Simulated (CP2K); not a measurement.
Runs of CP2K 2026.2 on Sb. It takes space group Pm-3m (No. 221, cubic). The conventional cell has a = 3.160 Å, b = 3.160 Å, c = 3.160 Å, α = 90.00°, β = 90.00°, γ = 90.00°. Around Sb (site symmetry m-3m) lie 6 Sb at 3.16 Å. This isn't the form of Sb at room conditions, which is rhombohedral.

```tsv
task	level	potentials or basis	cell	smearing	EPS_DEFAULT	NGRIDS	basis sets	potentials	points a segment of the path (NPOINTS)	gap on the mesh (eV)	pressure (GPa)
band structure	r2SCAN	POTENTIAL_UZH Sb GTH-SCAN-q5; TZVP-MOLOPT-SCAN-GTH basis	as given	fermi-dirac 0.05 eV	1.0E-9	4	Sb TZVP-MOLOPT-SCAN-GTH-q5	Sb GTH-SCAN-q5 of POTENTIAL_UZH	8	none	-3.9
band structure	SCAN	POTENTIAL_UZH Sb GTH-SCAN-q5; TZVP-MOLOPT-SCAN-GTH basis	as given	fermi-dirac 0.05 eV	1.0E-9	5	Sb TZVP-MOLOPT-SCAN-GTH-q5	Sb GTH-SCAN-q5 of POTENTIAL_UZH	6	none	(a)
single point	LDA	GTH_POTENTIALS Sb GTH-PADE-q5; TZVP-MOLOPT-PBE-GTH basis	as given	gaussian 0.1 eV	1.0E-10	4	Sb TZVP-MOLOPT-PBE-GTH-q5	Sb GTH-PADE-q5 of GTH_POTENTIALS	-	none	-5.3
band structure	TASK	POTENTIAL_UZH Sb GTH-SCAN-q5; TZVP-MOLOPT-SCAN-GTH basis	as given	fermi-dirac 0.05 eV	1.0E-9	4	Sb TZVP-MOLOPT-SCAN-GTH-q5	Sb GTH-SCAN-q5 of POTENTIAL_UZH	6	none	-2.2
band structure	LDA	GTH_POTENTIALS Sb GTH-PADE-q5; TZVP-MOLOPT-PBE-GTH basis	as given	fermi-dirac 0.0259 eV	1.0E-10	4	Sb TZVP-MOLOPT-PBE-GTH-q5	Sb GTH-PADE-q5 of GTH_POTENTIALS	8	none	-5.3
atomic charges	PBE	POTENTIAL_UZH Sb GTH-PBE-q5; TZVP-MOLOPT-PBE-GTH basis	cell strained at random at fixed volume	gaussian 0.05 eV	1.0E-10	5	Sb TZVP-MOLOPT-PBE-GTH-q5	Sb GTH-PBE-q5 of POTENTIAL_UZH	-	none	-1.6
```

Alike in all rows: no spin polarisation; k mesh 8 × 8 × 8.

Problem. Estimate the missing entries.

Solution. (a) -3.3.

Caveats: the basis of atomic orbitals isn't converged, which shifts pressures, moduli and gaps; the potentials were made for another functional, which shifts forces and pressure (some runs).

A k mesh can miss the band edges, and the runs leave out spin-orbit coupling on Sb.

A gap of «none» marks a metal or a gap under the smearing width.

Not every run made on this cell is shown here.
